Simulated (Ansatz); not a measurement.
Ansatz input file:

```yaml
crystal:
  lattice:
    - [3.5566153655, 0.0, 0.0]
    - [0.0, 3.5566153655, 0.0]
    - [0.0, 0.0, 3.5566153655]
  atoms:
    - { symbol: Ca, position: [0.0, 0.0, 0.0] }
basis:
  ecutwfc: 420
kpoints:
  mp_grid: { grid: [12, 12, 12] }
hamiltonian:
  xc: pbe
scf:
  occupations: { method: gaussian, width: 0.1 }
output:
  forces: true
  stress: true
  eigenvalues: true
```

Command:
```bash
ansatz run input.yaml --threads 1 --pin off --max-ram 1331MiB --backend cpu --events-out ev --progress --plain --runs-dir out
```

Computed with DFT PBE, scalar-relativistic, plane waves, PAW (Ansatz 0.2.0).

From the run's log, abridged (iterations and final results):

```
SCF iter   1: F=—  HF=-1816.467227 eV  |F-HF|=—  |Δ(HF+E_count)|=         —  Δρ=2.24e-3  dr2=4.10e-3  ethr=1.77e-3  ⟨swp⟩=5.7  Hψ=6055  notcnv=0
SCF iter   2: F=—  HF=-1816.467332 eV  |F-HF|=—  |Δ(HF+E_count)|=   1.05e-4  Δρ=1.52e-3  dr2=2.00e-3  ethr=4.10e-5  ⟨swp⟩=1.0  Hψ=1429  notcnv=0
SCF iter   3: F=—  HF=-1816.467363 eV  |F-HF|=—  |Δ(HF+E_count)|=   3.05e-5  Δρ=4.04e-4  dr2=1.79e-4  ethr=2.00e-5  ⟨swp⟩=1.3  Hψ=783  notcnv=0
SCF iter   4: F=—  HF=-1816.467309 eV  |F-HF|=—  |Δ(HF+E_count)|=   5.33e-5  Δρ=8.65e-5  dr2=1.74e-6  ethr=1.79e-6  ⟨swp⟩=2.7  Hψ=1045  notcnv=0
SCF iter   5: F=—  HF=-1816.467269 eV  |F-HF|=—  |Δ(HF+E_count)|=   4.00e-5  Δρ=1.64e-5  dr2=3.12e-7  ethr=1.74e-8  ⟨swp⟩=2.8  Hψ=1099  notcnv=0
SCF iter   6: F=-1816.467269 eV  HF=-1816.467269 eV  |F-HF|=5.60e-9  |Δ(HF+E_count)|=   1.27e-7  Δρ=2.78e-6  dr2=7.91e-9  ethr=1.00e-9  ⟨swp⟩=4.9  Hψ=3533  notcnv=0
SCF 1 converged in 6 iterations: F = -1816.467269 eV  dr2 = 7.91e-9
SCF converged after 6 iterations
Free energy (F): -1816.467269 eV
Harris-Foulkes:  -1816.467269 eV  (|F-HF|=5.60e-9)
Internal energy: -1816.461245 eV  (E = F + TS)
E sigma→0 (E₀):  -1816.464257 eV
Entropy (-TS):   -0.006025 eV (-6.025 meV/atom)
Fermi energy:    4.449684 eV
--- Per-component energies (eV) ---
  E_band       = -182.328724
  E_kinetic    = 275.473132
  E_local      = -886.762945  (includes V_loc(G=0)·N_el)
  E_nonlocal   = 63.749639
  E_hartree    = 299.425283
  E_xc         = -135.720077
  E_vxc        = -169.154840  (∫ρ·V_xc dr)
  E_paw        = -858.258878  (= ΣΔE_a)
  E_vpaw       = -64.481674  (= ΣTr[D̂ρ^β])
  E_aug_tail   = -0.000006  (compensation charges beyond the density's cutoff)
  E_ewald      = -574.367392
  E_smearing   = -0.006025  (= −TS)
--- Forces (eV/Å), atoms counted from 1 ---
  atom   1  Ca     0.00000000     0.00000000     0.00000000
--- Stress (GPa, compression-positive) ---
       -0.389811       0.000000       0.000000
        0.000000      -0.389811       0.000000
        0.000000       0.000000      -0.389811
  P = ⅓ Tr σ = -0.3898 GPa (-3.898 kbar)
--- Band table (eV; the first three rows and the last of 84) ---
  k-point 0: bands = ["-37.8722", "-18.7696", "-18.7696", "-18.7696", "0.6461", "5.2583", "5.2583", "8.3666", "8.3666"]
  k-point 1: bands = ["-37.8712", "-18.7822", "-18.7686", "-18.7686", "0.7410", "5.2852", "5.2870", "8.2620", "8.2620"]
  k-point 2: bands = ["-37.8684", "-18.8163", "-18.7657", "-18.7657", "1.0196", "5.3282", "5.3675", "8.0055", "8.0055"]
  k-point 83: bands = ["-37.8273", "-18.9091", "-18.9091", "-18.9091", "5.1304", "5.1304", "5.1304", "9.0827", "9.0827"]
```

Self-consistency was reached.